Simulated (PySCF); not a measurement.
Isomers of C3H6O, one conformer each. Method used: core-valence-separated Tamm–Dancoff BHandHLYP/aug-pcX-1 (pcseg-1 on H) in PySCF, non-relativistic, gas phase, PBE0-D3(BJ)/def2-SVP geometry. The energies are unshifted.

P. `C=COC`
Q. `CCC=O`
R. `C[C@@H]1CO1`

Main lines, eV (oscillator strength):
1. C K: 283.1 (0.053), 284.4 (0.073), 285.5 (0.009), 285.8 (0.020), 286.8 (0.009); O K: 533.7 (0.017), 534.3 (0.015), 534.7 (0.005), 535.5 (0.003), 536.4 (0.003)
2. C K: 283.2 (0.080), 285.5 (0.008), 285.7 (0.018), 286.2 (0.021), 286.3 (0.010); O K: 528.5 (0.053)
3. C K: 285.5 (0.011), 286.2 (0.056), 286.6 (0.043), 286.9 (0.061), 287.1 (0.012); O K: 533.0 (0.038), 533.5 (0.042), 535.5 (0.008), 535.8 (0.005)
Listed: the first five lines at most of each edge with a tenth or more of its strongest line's intensity; roots within 0.03 eV on the same or equivalent atoms are summed. Only the lowest roots were sought, and the top ones are left out.

Problem. Which spectrum belongs to which isomer?

Solution. 1 = P, 2 = Q, 3 = R.
- P: first C line listed at 283.1 eV, hole on the terminal =CH2 carbon (1s→π*); first O line listed at 533.7 eV, hole on the ether oxygen.
- Q: first C line listed at 283.2 eV, hole on the aldehyde carbon (1s→π*); first O line listed at 528.5 eV, hole on the aldehyde oxygen (1s→π*).
- R: first C line listed at 285.5 eV, hole on the methyl carbon; first O line listed at 533.0 eV, hole on the epoxide oxygen.

Problem. What are the ground-state energies of the isomers at BHandHLYP/aug-pcX-1 (pcseg-1 on H), relative to the lowest?

Solution. P 81.5, Q 0.0, R 100.0 kJ/mol (electronic energies on these geometries, no dispersion or zero-point terms).
